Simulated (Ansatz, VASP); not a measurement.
# W: VASP beside Ansatz

```xyz
1
Lattice="-1.5918 1.5918 1.5918 1.5918 -1.5918 1.5918 1.5918 1.5918 -1.5918" Properties=species:S:1:pos:R:3 pbc="T T T"
W     0.0000    0.0000    0.0000
```

Alike in both runs: functional PBE; k mesh 18 × 18 × 18; occupations gaussian, width 0.1 eV; no spin polarisation.

Ansatz relaxed the structure, and its values are those at the end. VASP's run is a single point on that final structure, the one shown.

|  | VASP | Ansatz |
| --- | --- | --- |
| version | VASP 6.6.1 | Ansatz 0.2.0 |
| potentials or method | VASP PAW PBE potentials, release 64 (W_sv) | scalar-relativistic, plane waves, PAW |
| plane-wave cutoff (eV) | 520 | 420 |
| valence electrons in the cell | 14 | 14 |

Ansatz gave:

```
gap on the k mesh at the Fermi level (eV) : none
pressure (GPa)                            : 0.0
```

Problem. Which values does VASP return?

Solution. gap on the k mesh at the Fermi level (eV): none; pressure (GPa): 0.5.

A gap of «none» marks a metal or a gap that the smearing closes. The functional is the same, so the differences come from potentials, cutoffs and numerics.

Spin-orbit coupling is left out, which matters for the levels of W.
